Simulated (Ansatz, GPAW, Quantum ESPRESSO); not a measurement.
# SrCl2: valence-band photoemission, part 7 of 8

Wanted: projected DOS of SrCl2, weighted into photoemission and X-ray emission spectra, at several levels of theory.

Ansatz 0.2.0, Quantum ESPRESSO 7.5 and GPAW 26.7.0; DFT, PBEsol, plane-wave PAW, default files, scalar-relativistic (the session's first sound run).

So far. Step 5 (Quantum ESPRESSO: self-consistent run): At this level the gap is 5.14 eV on the k-mesh of the self-consistent run, which can miss the band edges. Step 8 (Quantum ESPRESSO: bands): The path shows an indirect gap of 5.14 eV (valence top at X, conduction bottom at Γ). The least direct gap is 5.37 eV.

### Step 9. GPAW, plane waves

This step: DFT, PBEsol, PAW datasets of GPAW, plane waves, scalar-relativistic (GPAW 26.7.0).

GPAW, with its own PAW datasets and plane waves, is a further check on the main run's cell.

run.py

```python
import json
import numpy as np
from ase import Atoms
from ase.parallel import paropen
from gpaw import GPAW, PW, FermiDirac, Mixer, MixerDif, setup_paths

setup_paths.insert(0, '.')
atoms = Atoms(['Sr', 'Cl', 'Cl'],
              cell=[[0.0, 3.48835, 3.48835], [3.48835, 0.0, 3.48835], [3.48835, 3.48835, 0.0]],
              scaled_positions=[[0.0, 0.0, 0.0], [0.75, 0.75, 0.75], [0.25, 0.25, 0.25]],
              pbc=(True, True, True))
params = dict(mode=PW(420),
              xc='PBEsol',
              kpts={'size': (6, 6, 6), 'gamma': True},
              occupations=FermiDirac(0.02),
              nbands=-10,
              maxiter=200,
              txt='gs.txt')
atoms.calc = calc = GPAW(**params)
atoms.get_potential_energy()
ef = calc.get_fermi_level()
nk, ns = len(calc.get_ibz_k_points()), calc.get_number_of_spins()
out = dict(free=atoms.get_potential_energy(force_consistent=True), ef=ef, nel=calc.get_number_of_electrons(), cell=atoms.cell[:], frac=atoms.get_scaled_positions(wrap=False),
           eig=[[calc.get_eigenvalues(k, s) for k in range(nk)] for s in range(ns)], forces=atoms.get_forces(apply_constraint=False))
dense = calc.fixed_density(kpts={'size': (10, 10, 10), 'gamma': True}, txt='dos.txt')
out['eig_dense'] = [[dense.get_eigenvalues(k, s) for k in range(len(dense.get_ibz_k_points()))] for s in range(ns)]
dos = dense.dos(shift_fermi_level=False)
e = ef + np.arange(-28, 12, 0.05)
out['e'], out['dos'] = e - ef, dos.raw_dos(e, width=0.1)
kpts = [[0.0, 0.0, 0.0], [0.033333, 0.0, 0.033333], [0.066667, 0.0, 0.066667], [0.1, 0.0, 0.1], ..., [0.5, 0.0, 0.5]]  # list cut here
bands = calc.fixed_density(kpts=kpts, symmetry='off', txt='bands.txt', convergence={'bands': -2})
out['band_e'] = [[bands.get_eigenvalues(k, s) for k in range(len(kpts))] for s in range(ns)]
with paropen('out.json', 'w') as f:
    json.dump(out, f, default=lambda a: a.tolist())
```

The run is started by

```
$ gpaw-setup -f PBEsol Sr > setup.log
$ gpaw-setup -f PBEsol Cl > setup.log
$ OMP_NUM_THREADS=1 mpirun -n 4 gpaw python run.py > run.log
```

Numbers of over 12 decimals in the logs are rounded to 6 here.

Log:

```text
__  _  _
 | _ |_)|_||  |
 |__||  | ||/\| - 26.7.0

units:  Angstrom and eV
cores:  4
OpenMP: True

Versions:

Paths:

Git-hashes:

OMP_NUM_THREADS: 1

Environment variables:
  GPAW_CPUPY:          False
  GPAW_DEBUG:          False
  GPAW_MPI_BACKEND:    cgpaw
  GPAW_MPI_OPTIONS:    None
  GPAW_NO_C_EXTENSION: False
  GPAW_NO_GPU_MPI:     False
  GPAW_TRACE:          False
  GPAW_USE_GPUS:       False

Input parameters:
  mode=PW(ecut=420.0),
  kpts=MonkhorstPack(size=(6, 6, 6), gamma=True),
  maxiter=200,
  nbands=-10,
  occupations=Occupations(name='fermi-dirac', width=0.02, fixmagmom=False),
  xc=XC(name='PBEsol')

Diagonalizing LCAO Hamiltonian
Converting LCAO to pw mode

                        Cl

             Cl

       Sr

Atoms  # Å, Bohr magnetons
|   | symbol |        x |        y |        z |    initial magnetic moments |
|---|--------|----------|----------|----------|-----------------------------|
| 0 |     Sr | 0.000000 | 0.000000 | 0.000000 | ( 0.0000,  0.0000,  0.0000) |
| 1 |     Cl | 5.232525 | 5.232525 | 5.232525 | ( 0.0000,  0.0000,  0.0000) |
| 2 |     Cl | 1.744175 | 1.744175 | 1.744175 | ( 0.0000,  0.0000,  0.0000) |

Unit cell  # Å
| periodic |        x |        y |        z |  lengths |    angles |
|----------|----------|----------|----------|----------|-----------|
|      yes | 0.000000 | 3.488350 | 3.488350 | 4.933272 | 60.000000 |
|      yes | 3.488350 | 0.000000 | 3.488350 | 4.933272 | 60.000000 |
|      yes | 3.488350 | 3.488350 | 0.000000 | 4.933272 | 60.000000 |

Number of symmetries: 48
Symmetry operations  # r_c * U_cc + t_c -> r_c
|    | kind |            matrix            |
|----|------|------------------------------|
|  0 |  σ   |  1, 0, 0,  1, 0,-1,  1,-1, 0 |
|  1 |  C2  |  1, 0, 0,  1,-1, 0,  1, 0,-1 |
|  2 |  E   |  1, 0, 0,  0, 1, 0,  0, 0, 1 |
|  3 |  σ   |  1, 0, 0,  0, 0, 1,  0, 1, 0 |
|  4 |  C4  |  1, 0,-1,  1, 0, 0,  1,-1, 0 |
|  5 |  S6  |  1, 0,-1,  1,-1, 0,  1, 0, 0 |
|  6 |  σ   |  1, 0,-1,  0, 1,-1,  0, 0,-1 |
|  7 |  C3  |  1, 0,-1,  0, 0,-1,  0, 1,-1 |
|  8 |  S6  |  1,-1, 0,  1, 0, 0,  1, 0,-1 |
|  9 |  C4  |  1,-1, 0,  1, 0,-1,  1, 0, 0 |
| 10 |  C3  |  1,-1, 0,  0,-1, 1,  0,-1, 0 |
| 11 |  σ   |  1,-1, 0,  0,-1, 0,  0,-1, 1 |
| 12 |  σ   |  0, 1, 0,  1, 0, 0,  0, 0, 1 |
| 13 |  C4  |  0, 1, 0,  0, 1,-1, -1, 1, 0 |
| 14 |  C3  |  0, 1, 0,  0, 0, 1,  1, 0, 0 |
| 15 |  S6  |  0, 1, 0, -1, 1, 0,  0, 1,-1 |
| 16 |  C2  |  0, 1,-1,  1, 0,-1,  0, 0,-1 |
| 17 |  σ   |  0, 1,-1,  0, 1, 0, -1, 1, 0 |
| 18 |  S4  |  0, 1,-1,  0, 0,-1,  1, 0,-1 |
| 19 |  C4  |  0, 1,-1, -1, 1, 0,  0, 1, 0 |
| 20 |  C3  |  0, 0, 1,  1, 0, 0,  0, 1, 0 |
| 21 |  σ   |  0, 0, 1,  0, 1, 0,  1, 0, 0 |
| 22 |  S6  |  0, 0, 1,  0,-1, 1, -1, 0, 1 |
| 23 |  C4  |  0, 0, 1, -1, 0, 1,  0,-1, 1 |
| 24 |  S4  |  0, 0,-1,  1, 0,-1,  0, 1,-1 |
| 25 |  C3  |  0, 0,-1,  0, 1,-1,  1, 0,-1 |
| 26 |  C2  |  0, 0,-1,  0,-1, 0, -1, 0, 0 |
| 27 |  S6  |  0, 0,-1, -1, 0, 0,  0,-1, 0 |
| 28 |  S4  |  0,-1, 1,  1,-1, 0,  0,-1, 0 |
| 29 |  C4  |  0,-1, 1,  0, 0, 1, -1, 0, 1 |
| 30 |  C2  |  0,-1, 1,  0,-1, 0,  1,-1, 0 |
| 31 |  σ   |  0,-1, 1, -1, 0, 1,  0, 0, 1 |
| 32 |  C3  |  0,-1, 0,  1,-1, 0,  0,-1, 1 |
| 33 |  S6  |  0,-1, 0,  0, 0,-1, -1, 0, 0 |
| 34 |  S4  |  0,-1, 0,  0,-1, 1,  1,-1, 0 |
| 35 |  C2  |  0,-1, 0, -1, 0, 0,  0, 0,-1 |
| 36 |  C2  | -1, 1, 0,  0, 1, 0,  0, 1,-1 |
| 37 |  S6  | -1, 1, 0,  0, 1,-1,  0, 1, 0 |
| 38 |  S4  | -1, 1, 0, -1, 0, 1, -1, 0, 0 |
| 39 |  C3  | -1, 1, 0, -1, 0, 0, -1, 0, 1 |
| 40 |  S6  | -1, 0, 1,  0, 0, 1,  0,-1, 1 |
| 41 |  C2  | -1, 0, 1,  0,-1, 1,  0, 0, 1 |
| 42 |  C3  | -1, 0, 1, -1, 1, 0, -1, 0, 0 |
| 43 |  S4  | -1, 0, 1, -1, 0, 0, -1, 1, 0 |
| 44 |  C2  | -1, 0, 0,  0, 0,-1,  0,-1, 0 |
| 45 |  i   | -1, 0, 0,  0,-1, 0,  0, 0,-1 |
| 46 |  σ   | -1, 0, 0, -1, 1, 0, -1, 0, 1 |
| 47 |  C2  | -1, 0, 0, -1, 0, 1, -1, 1, 0 |

BZ-sampling:
  Number of BZ points: 216
  Number of IBZ points: 16

  Monkhorst-Pack size: [6, 6, 6]
  Monkhorst-Pack shift: [0.083333, 0.083333, 0.083333]

K-points  # in reciprocal-cell coordinates
|     |                                coordinates |     weight |
|-----|--------------------------------------------|------------|
|   0 | (  0.00000000,   0.00000000,   0.00000000) | 0.00462963 |
|   1 | (  0.16666667,   0.16666667,   0.00000000) | 0.02777778 |
|   2 | (  0.16666667,   0.16666667,   0.16666667) | 0.03703704 |
|   3 | (  0.33333333,   0.16666667,   0.16666667) | 0.05555556 |
|   4 | (  0.33333333,   0.33333333,  -0.33333333) | 0.05555556 |
|   5 | (  0.33333333,   0.33333333,   0.00000000) | 0.02777778 |
|   6 | (  0.33333333,   0.33333333,   0.16666667) | 0.11111111 |
|   7 | (  0.33333333,   0.33333333,   0.33333333) | 0.03703704 |
|   8 | (  0.50000000,   0.33333333,  -0.33333333) | 0.11111111 |
|   9 | (  0.50000000,   0.33333333,  -0.16666667) | 0.05555556 |
| ... |                                            |            |
|  15 | (  0.50000000,   0.50000000,   0.50000000) | 0.01851852 |

Plane wave coefficients: 1676
Cutoff: 420.0 eV

Spin-components: 1 (collinear spins)
Bands:           22
Projectors:      15
Spin-degeneracy: 2
Datatype:        complex128

  Storage: CPU
  Wave functions: 9_230_848 bytes (2_307_712 per core)
  Projectors: 9_230_848 bytes (2_307_712 per core)

Parallelization:
  kpt:    4
  domain: 1
  band:   1

Density:
  Valence electrons: 24.0
  Components: 1
  Grid points: [24 24 24]
  Charge: 0.0  # |e|

Potential:
  Grid points: [24 24 24]

species:
  Sr:
    name:    Strontium
    Z:       38.0
    valence: 10
    core:    28
    charge:  0.0  # [|e|]
    compensation charges:
      type: gauss
      rc: 0.40  # [Å]
      lmax: 2
    cutoffs:
      filter: 2.39  # [Å]
      core: 1.85  # [Å]
    projectors
    | kind |    occ | energy [eV] | rcut [Å] |
    |------|--------|-------------|----------|
    |   4s |  2.000 |     -40.857 |    1.291 |
    |   5s |  2.000 |      -3.535 |    1.291 |
    |   4p |  6.000 |     -22.811 |    1.291 |
    |    p |        |       4.401 |    1.291 |
    |    d |        |       0.000 |    1.254 |

    Using partial waves for Sr as LCAO basis

  Cl:
    name:    Chlorine
    Z:       17.0
    valence: 7
    core:    10
    charge:  0.0  # [|e|]
    compensation charges:
      type: gauss
      rc: 0.25  # [Å]
      lmax: 2
    cutoffs:
      filter: 1.40  # [Å]
      core: 1.49  # [Å]
    projectors
    | kind |    occ | energy [eV] | rcut [Å] |
    |------|--------|-------------|----------|
    |   3s |  2.000 |     -20.615 |    0.794 |
    |   3p |  5.000 |      -8.561 |    0.794 |
    |    s |        |       6.597 |    0.794 |
    |    p |        |      18.651 |    0.794 |
    |    d |        |       0.000 |    0.794 |

    Using partial waves for Cl as LCAO basis

Reference energy: -111516.794024  # eV

eigensolver:
  PPCG
  Converge bands: occupied
  niter=2

density mixing:
  MSR1-Mixer
  Pratt-step length: 0.05
  Maximum mixing coefficient: 0.75
  Old densities: 10
  SVD Regularization: 0.005
  Good broyden scale: 1.0
  Trust region scale: 1.0
  Backstep threshold: 4.0
  History deletion threshold: 6.0
  Fourier metric: weight=20.0, sigma=0.015

occupation numbers:
  Fermi-Dirac:
    width: 0.0200  # eV

poisson solver:
  ecut: 3360.0  # eV

xc functional:
  name: PBEsol with 2 nearest neighbor stencil

Initialization done in: 0.864 s

convergence criteria:
- Maximum [total energy] change in last 3 cyles: 0.0005 eV / valence electron
- Maximum integral of absolute [dens]ity change: 0.0001 electrons / valence electron
- Maximum integral of absolute [eigenst]ate change: 4e-08 eV^2 / valence electron
maximum number of iterations: 200

SCF iterations
|iter     |     time |      energy | eigst |  dens |
|---------|----------|-------------|-------|-------|
|iter:   1|       0s |  -13.380413 | -0.28 |       |
|iter:   2|       1s |  -13.362618 | -2.21 | -1.29 |
|iter:   3|       1s |  -13.261777 | -2.16 | -1.32 |
|iter:   4|       1s |  -13.271498 | -3.64 | -1.88 |
|iter:   5|       2s |  -13.274585 | -4.43 | -2.26 |
|iter:   6|       2s |  -13.274673c| -5.54 | -3.01 |
|iter:   7|       2s |  -13.274675c| -7.12 | -3.82 |
|iter:   8|       2s |  -13.274676c| -8.21c| -4.38c|

Converged in 8 steps
SCF loop duration: 2.169 s (0.271 s/step)
Energy contributions relative to reference atoms: (reference = -111516.794024)

Energy contributions:
  Kinetic:          10.535502
  Coulomb:          -9.958555
  Zero:             -0.255513
  External:          0.000000
  Xc:              -13.596109
  Entropy:          -0.000000
  Spinorbit:         0.000000
  ----------------------------
  Free energy:     -13.274676
  Extrapolated:    -13.274676

dipole moment: (-27.415682, -27.415682, -27.415682)  # |e|*Ang

Fermi level: 3.747
Eigenvalues  # (at kpt = [0.000, 0.000, 0.000])
| band index |      eig [eV] | occ [0-2] |
|------------|---------------|-----------|
|          0 |       -31.121 |     2.000 |
|        ... |               |           |
|          4 |       -11.676 |     2.000 |
|          5 |       -10.810 |     2.000 |
|          6 |        -0.540 |     2.000 |
|          7 |        -0.540 |     2.000 |
|          8 |        -0.540 |     2.000 |
|          9 |         1.267 |     2.000 |
|         10 |         1.267 |     2.000 |
|         11 |         1.267 |     2.000 |
|         12 |         6.755 |     0.000 |
|         13 |         7.602 |     0.000 |
|         14 |         7.602 |     0.000 |
|         15 |        10.414 |     0.000 |
|         16 |        10.414 |     0.000 |
|         17 |        10.414 |     0.000 |
|         18 |        10.912 |     0.000 |
|         19 |        10.912 |     0.000 |
|        ... |               |           |
|         21 |        15.108 |     0.000 |

Gap: 5.148 eV
Transition (v -> c):
  (s=0, k=12, n=11, [0.50, 0.50, 0.00]) -> (s=0, k=0, n=12, [0.00, 0.00, 0.00])
Direct/indirect transitions are different
Direct gap: 5.375 eV
Transition at: (s=0, k=12, n=11, [0.50, 0.50, 0.00])

Forces  # eV/Ang
|        x |        y |        z |
|----------|----------|----------|
| -0.00000 |  0.00000 |  0.00000 |  # Sr   0
|  0.00000 | -0.00000 | -0.00000 |  # Cl   1
|  0.00000 | -0.00000 | -0.00000 |  # Cl   2

Force computation time: 0.026  # s
```

It took 31 s on 4 MPI ranks of Arm Neoverse V2, shared host; 2.1 min of CPU time.

Numbers from this step:

| Item | Value |
| --- | --- |
| free energy | -13.27 eV |
| Fermi energy | 3.747 eV |
| gap on the path | 5.148 eV |
| least direct gap on the path | 5.375 eV |
| valence top on path | 0 eV |
| gap from the DOS mesh | 5.148 eV |

Electronic bands along the path, in eV, zero at the valence-band maximum; v1 is the highest filled band, c1 the lowest empty one:

| point | v4 | v3 | v2 | v1 | c1 | c2 | c3 |
| --- | --- | --- | --- | --- | --- | --- | --- |
| Γ | -2.15 | -0.34 | -0.34 | -0.34 | 5.15 | 6.00 | 6.00 |
| 0.47 of the way | -1.64 | -1.32 | -0.33 | -0.33 | 5.96 | 6.49 | 6.51 |
| X | -1.91 | -0.40 | -0.40 | 0.00 | 5.38 | 6.95 | 7.56 |
| 0.53 of the way | -1.86 | -0.50 | -0.44 | -0.03 | 5.54 | 6.97 | 7.46 |
| U | -1.75 | -0.72 | -0.54 | -0.11 | 5.84 | 7.03 | 7.26 |
| jump to K | -1.75 | -0.72 | -0.54 | -0.11 | 5.84 | 7.03 | 7.26 |
| 0.47 of the way | -1.43 | -1.38 | -1.04 | -0.29 | 6.25 | 6.61 | 6.67 |
| Γ | -2.15 | -0.34 | -0.34 | -0.34 | 5.15 | 6.00 | 6.00 |
| 0.53 of the way | -1.75 | -1.00 | -0.69 | -0.69 | 6.38 | 6.43 | 6.43 |
| L | -1.53 | -1.34 | -1.07 | -1.07 | 6.63 | 6.63 | 7.45 |
| 0.53 of the way | -1.40 | -1.18 | -0.51 | -0.51 | 6.19 | 6.85 | 7.30 |
| W | -1.23 | -1.23 | -0.31 | -0.10 | 6.12 | 6.92 | 7.13 |
| 0.53 of the way | -1.74 | -0.63 | -0.37 | -0.04 | 5.62 | 6.98 | 7.38 |
| X | -1.91 | -0.40 | -0.40 | 0.00 | 5.38 | 6.95 | 7.56 |

The electronic bands as a text plot (rows in eV):

```
    7.3 |        +++++++++++++                  ++++++++++   ++++
    6.9 |      +++++++++++++++++               +    +++++++++++++
    6.5 |     ++               ++++        +++++++++++
    6.0 |+++++++          +++++++++++++++++++         +++++++
    5.6 |  +++  ++++   +++         ++     +                  +++
    5.2 |++         +++              +++++                      +
    4.8 |
    4.3 |
    3.9 |
    3.5 |
    3.0 |
    2.6 |
    2.2 |
    1.7 |
    1.3 |
    0.9 |
    0.4 |
    0.0 |          *********                             ********
   -0.4 |****************** *****************        ************
   -0.9 |  **   **       ****** ****      ************     ***
   -1.3 |    ***            ******           ***************
   -1.7 |   ****   *****************       **********       *****
   -2.2 |**********      *  *****************        ***********
   -2.6 |         **********                            *********
         Γ           X  U|K            Γ         L        W     X
```

The DOS has structure finer than the step of the table below, so its rows give means over 0.5 eV, whole bins alone (the curve runs from -16.4 to 7.94 eV). Peaks (eV: height): -14.86: 17.3, -12.56: 11.6, -2.06: 8.98, -0.36: 8.44, 7.24: 5.70.

The DOS by E, zero at the valence-band maximum; means over each step:

E (eV), DOS (states/eV/cell) and a bar:
```
    -16.0        0.0 
    -15.5        0.0 
    -15.0        9.8 ##############################
    -14.5        2.1 ######
    -14.0        0.0 
    -13.5        0.0 
    -13.0        2.1 ######
    -12.5        5.9 ##################
    -12.0        0.0 
    -11.5        0.0 
    -11.0        0.0 
    -10.5        0.0 
    -10.0        0.0 
     -9.5        0.0 
     -9.0        0.0 
     -8.5        0.0 
     -8.0        0.0 
     -7.5        0.0 
     -7.0        0.0 
     -6.5        0.0 
     -6.0        0.0 
     -5.5        0.0 
     -5.0        0.0 
     -4.5        0.0 
     -4.0        0.0 
     -3.5        0.0 
     -3.0        0.1 
     -2.5        1.7 #####
     -2.0        6.7 ####################
     -1.5        4.1 #############
     -1.0        4.1 ############
     -0.5        6.2 ###################
      0.0        1.1 ###
      0.5        0.0 
      1.0        0.0 
      1.5        0.0 
      2.0        0.0 
      2.5        0.0 
      3.0        0.0 
      3.5        0.0 
      4.0        0.0 
      4.5        0.0 
      5.0        0.0 
      5.5        0.5 ##
      6.0        2.8 #########
      6.5        3.1 #########
      7.0        4.4 ##############
      7.5        3.2 ##########
```

(Part 7 of 8 ends here.)

[Logs are printed without paths, hosts, clocks, repeated set-up lines and the standing remarks that a program may print on its own settings, such as how far it seeks lower states.]

[Hosts, paths, dates, database ids (printed as entryN), source tags and the programs' standing remarks are cut or masked in the printed files.]

[Maps of the electrostatic potential energy from Ansatz leave out the sawtooth potential of an applied field or a dipole correction, so their vacuum need not be flat; work functions include it.]

[Peak lists hold at most the 14 tallest peaks of each spectrum; further lines can be left out.]
